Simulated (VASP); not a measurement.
A run of VASP 6.6.1:

INCAR

```
PREC = Accurate
ENCUT = 520
EDIFF = 1E-6
ISMEAR = 0
SIGMA = 0.02
LREAL = F
LASPH = T
NELM = 100
ALGO = Normal
ISIF = 2
LWAVE = F
LCHARG = T
GGA = PS
LELF = T
LVHAR = T
NBANDS = 16
```

The input KPOINTS:

```
Automatic mesh
0
Gamma
  8 8 8
```

Contents of POSCAR:

```
AgCl
1.0
    0.0000000000      2.7237803117      2.7237803117
    2.7237803117      0.0000000000      2.7237803117
    2.7237803117      2.7237803117      0.0000000000
Ag Cl
1 1
Direct
    0.0000000000      0.0000000000      0.0000000000
    0.5000000000      0.5000000000      0.5000000000
```

Potentials or basis: VASP PAW PBE potentials, release 64 (Ag, Cl).

Run with:

```sh
$ cat potpaw_PBE.64/Ag/POTCAR potpaw_PBE.64/Cl/POTCAR > POTCAR
$ mpirun -np 1 vasp_std > vasp.out
```

Hardware: 1 thread of Intel(R) Xeon(R) Platinum 8488C (Sapphire Rapids) (shared host).

Estimate the wall time of this run.

Wall time 21 s on 1 thread of Intel(R) Xeon(R) Platinum 8488C (Sapphire Rapids) (shared host), peak memory 0.17 GiB. Counts: scf iterations 12, k points 29.
